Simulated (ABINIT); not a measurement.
The system is MgO.

```
Mg O
1.0
     2.93802    0.00000    0.00000
    -1.46901    2.54440    0.00000
     0.00000    0.00000    2.67968
Mg O
1 1
Direct
  0.00000 0.00000 0.00000
  0.33333 0.66667 0.50000
```

Measurements of this composition are mostly on another form, of space group No. 225.

Base run:

| Quantity | Value |
| --- | --- |
| Program | ABINIT 10.8.3 (patched build) |
| Functional | LDA |
| Potentials or basis | JTH PAW LDA v2.0 |
| Cutoff | 626 eV |
| k mesh | 10 × 10 × 10 |
| Occupations | fermi-dirac, width 0.05 eV |
| Spin | no spin polarisation |

Its results: band gap on the k mesh 2.95 eV, indirect (least direct gap 3.35 eV).

Task: The run is repeated on the same cell with these changes: functional from LDA to TB-mBJ; cutoff from 626 eV to 762 eV; fine-grid cutoff from 1224.51 eV to 1360.57 eV. What comes out?

Result: Band gap on the k mesh 5.33 eV, indirect (least direct gap 5.69 eV).

Caveats: the constant c of TB-mBJ comes from the pseudo density here, which moves gaps by up to 0.3 eV between sets of potentials (some runs).
